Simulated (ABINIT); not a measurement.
Runs of ABINIT 10.8.3 (patched build) on TaSi2. The structure is hexagonal, space group P6_222 (No. 180). The conventional cell has a = 4.780 Å, b = 4.780 Å, c = 6.564 Å, α = 90.00°, β = 90.00°, γ = 120.00°. Ta (site symmetry 222) has 10 Si at 2.59 to 2.76 Å as nearest neighbours. Si (site symmetry 2) has 5 Si at 2.59 to 2.76 Å and 5 Ta at 2.59 to 2.76 Å as nearest neighbours. 

```tsv
task	level	potentials or basis	cell	k mesh	cutoff (eV)	fine-grid cutoff	cell freedom (optcell)	cutoff smearing ecutsm (Ha)	optimiser (ionmov)	force stop (Ha/bohr)	gap on the mesh (eV)	pressure (GPa)	relaxed volume (Å³/atom)	largest force (eV/Å)
single point	PBEsol	PseudoDojo NC SR PBEsol v0.4.1 standard	as given	7 × 7 × 4	789	-	-	-	-	-	none	-1.3	-	0.75
band structure	LDA	JTH PAW LDA v2.0	as given	7 × 7 × 4	517	1034.03 eV	-	-	-	-	none	(b)	-	(a)
relaxation of cell and atoms	LDA	JTH PAW LDA v2.0	relaxed	7 × 7 × 4	517	1034.03 eV	2	0.5	2	0.0001	none	0.0	14.04	-
relaxation of cell and atoms	PBEsol	PseudoDojo NC SR PBEsol v0.4.1 standard	relaxed	5 × 5 × 3	789	-	2	0.5	2	0.0001	none	0.0	14.31	-
single point	PBEsol	PseudoDojo NC SR PBEsol v0.4.1 standard	atoms moved at random, drawn with an rms of 0.05 Å	7 × 7 × 4	789	-	-	-	-	-	none	-0.6	-	1.36
band structure	PBEsol	PseudoDojo NC SR PBEsol v0.4.1 standard	as given	7 × 7 × 4	789	-	-	-	-	-	none	-1.3	-	0.75
band structure	PBE	JTH PAW PBE v2.0	as given	7 × 7 × 4	517	1034.03 eV	-	-	-	-	none	3.4	-	0.78
```

Alike in all rows: no spin polarisation; smearing fermi-dirac 0.05 eV.

Problem. Estimate the missing entries.

Solution. (a) 0.70; (b) -4.8.

Caveats: the cell's inner coordinates are idealised or old, which leaves forces on the atoms (some runs); spin-orbit coupling is left out, which moves the levels of the heavy elements (some runs).

A k mesh can miss the band edges, and the runs leave out spin-orbit coupling on Ta.

A gap of «none» marks a metal or a gap under the smearing width.
